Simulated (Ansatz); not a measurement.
# NbP: the cost of one run

Program: Ansatz 0.2.0. Level of theory: DFT PBEsol, scalar-relativistic, plane waves, PAW. These are calculated values, not measurements.

2 further runs of the same task are left out: 2 set aside as unsound or not needed.

### 1 The system as given

It takes space group I4_1md (No. 109, tetragonal). Conventional cell: a = 3.320 Å, b = 3.320 Å, c = 11.290 Å, α = 90.00°, β = 90.00°, γ = 90.00°. Nb (site symmetry 2mm) has 6 P at 2.52 Å as nearest neighbours. Around P (site symmetry 2mm) lie 6 Nb at 2.52 Å.

Structure file:

```
CELL_PARAMETERS angstrom
-1.66013 1.66013 5.64519
1.66013 -1.66013 5.64519
1.66013 1.66013 -5.64519
ATOMIC_POSITIONS crystal
Nb 0.75019 0.75019 0.00000
Nb 0.50019 0.00019 0.50000
P 0.33244 0.33244 0.00000
P 0.08244 0.58244 0.50000
```

It goes back to an entry of the Materials Project.

This cell was relaxed beforehand with the same method: volume 15.56 Å³/atom, gap on the mesh none (metal).

### 2 Bulk reference on the slab's mesh

Contents of input.yaml:

```yaml
crystal:
  lattice:
    - [4.6955426329, 0.0, 0.0]
    - [0.0, 6.1139385678, 0.0]
    - [2.3477713165, 0.9015514456, 2.1677719311]
  atoms:
    - { symbol: Nb, position: [0.2498125512, 0.4996251024, 0.5003748976] }
    - { symbol: Nb, position: [0.4998125512, -0.0003748976, 0.5003748976] }
    - { symbol: P, position: [0.6675588738, 0.3351177476, 0.6648822524] }
    - { symbol: P, position: [0.9175588738, 0.8351177476, 0.6648822524] }
basis:
  ecutwfc: 420
kpoints:
  mp_grid: { grid: [8, 6, 16] }
hamiltonian:
  xc: pbesol
scf:
  occupations: { method: gaussian, width: 0.1 }
output:
  forces: true
  stress: true
  eigenvalues: true
```

The run is started by

```bash
$ ansatz run input.yaml --threads 2 --pin off --max-ram 5120MiB --backend cpu --events-out ev --progress --plain --runs-dir out
```

What time and memory should one allow on 2 threads of Intel Xeon at 2.70GHz, shared host?

About 24 s, with a peak of 0.6 GiB.
